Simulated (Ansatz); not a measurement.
# TiB2: the cost of one run

Method: DFT PBEsol, scalar-relativistic, plane waves, PAW, in Ansatz 0.2.0.

2 further runs of the same task are left out: 1 that didn't finish, 1 set aside as unsound or not needed.

## Step 1: The structure to begin with

The structure is hexagonal, space group P6/mmm (No. 191). Conventional cell: a = 3.029 Å, b = 3.029 Å, c = 3.228 Å, α = 90.00°, β = 90.00°, γ = 120.00°. Ti (site symmetry 6/mmm) has 12 B at 2.38 Å as nearest neighbours. B (site symmetry -6m2) has 3 B at 1.75 Å and 6 Ti at 2.38 Å as nearest neighbours.

Coordinates:

```
Ti B
1.0
     3.02920    0.00000    0.00000
    -1.51460    2.62336    0.00000
     0.00000    0.00000    3.22840
Ti B
1 2
Direct
  0.00000 0.00000 0.00000
  0.33333 0.66667 0.50000
  0.66667 0.33333 0.50000
```

The structure comes from the Crystallography Open Database.

## Step 2: A change within a subgroup

Against the listed cell: strain xx, yy, zz, yz, xz, xy = +1.3, +1.3, -4.7, +0.0, +0.0, +0.0 %; atoms moved by 0.03 Å root mean square, at most 0.04 Å.

input.yaml

```yaml
crystal:
  lattice:
    - [3.067275223, 0.0, 0.0]
    - [-1.5336376115, 2.6563382635, 0.0]
    - [0.0, 0.0, 3.075276988]
  atoms:
    - { symbol: Ti, position: [0.0, 0.0, 0.0131416203] }
    - { symbol: B, position: [0.3333333333, 0.6666666667, 0.4934291899] }
    - { symbol: B, position: [0.6666666667, 0.3333333333, 0.4934291899] }
basis:
  ecutwfc: 420
kpoints:
  mp_grid: { grid: [15, 15, 14] }
hamiltonian:
  xc: pbesol
scf:
  occupations: { method: gaussian, width: 0.1 }
output:
  forces: true
  stress: true
  eigenvalues: true
```

Started as:

```bash
> ansatz run input.yaml --threads 1 --pin off --max-ram 1331MiB --backend cpu --events-out ev --progress --plain --runs-dir out
```

**Question.** How long does this run take on 1 thread of an x86-64 CPU, shared host, and how much memory does it need?

About 13 s, with a peak of 0.4 GiB.
